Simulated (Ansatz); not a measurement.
Structure types of Ta compared at 54 GPa

Structure types of Ta are relaxed in primitive cells with their symmetry kept at 54 GPa, first on PAW files, then by LAPW. The enthalpy is E + pV at zero temperature, without zero-point motion. Only the types listed were tried, and differences under about 5 meV/atom are mesh noise.

Level of theory: DFT with PBE, scalar-relativistic, in Ansatz 0.2.0; Fermi–Dirac smearing of 0.08 eV, no spin polarisation. LAPW: all electrons, basis error target 0.5 meV/atom; PAW: frozen-core files, cutoff 420 eV.

k meshes: fcc 17×17×17, bcc 17×17×17, hcp 16×16×9, diamond 13×13×13, beta tin 16×16×16, omega 8×8×12.

Spin–orbit coupling is left out, which matters for the heavy atoms.

Problem. Order the types by LAPW enthalpy, lowest first.
A. bcc
B. fcc
C. diamond
D. beta tin
E. hcp
F. omega

Solution. A (0 meV/atom), F (298 meV/atom), B (390 meV/atom), E (398 meV/atom), D (1069 meV/atom), C (4944 meV/atom).

| start type | ends as | a, b, c (Å) | V (Å³/atom) | H − H(lowest), LAPW (meV/atom) | same, PAW |
| --- | --- | --- | --- | --- | --- |
| fcc | fcc, Fm-3m | 3.952, 3.952, 3.952 | 15.43 | 390.0 | 388.0 |
| bcc | bcc, Im-3m | 3.111, 3.111, 3.111 | 15.05 | 0.0 | 0.0 |
| hcp | hcp, P6_3/mmc | 2.724, 2.724, 4.777 | 15.35 | 397.6 | 396.9 |
| diamond | diamond, Fd-3m | 5.353, 5.353, 5.353 | 19.17 | 4944.4 | 4960.2 |
| beta tin | beta tin, I4_1/amd | 4.880, 4.880, 2.639 | 15.71 | 1069.4 | 1073.6 |
| omega | omega, P6/mmm | 4.531, 4.531, 2.568 | 15.22 | 297.8 | 297.9 |

Problem. Split the lead of bcc over omega into energy and pV.

Solution. For omega less bcc: ΔE = +240.4 meV/atom, and p·ΔV = 54 GPa × +0.1702 Å³ × 6.242 meV/(GPa·Å³) = +57.4 meV/atom, together 297.8 meV/atom. bcc wins on both counts.
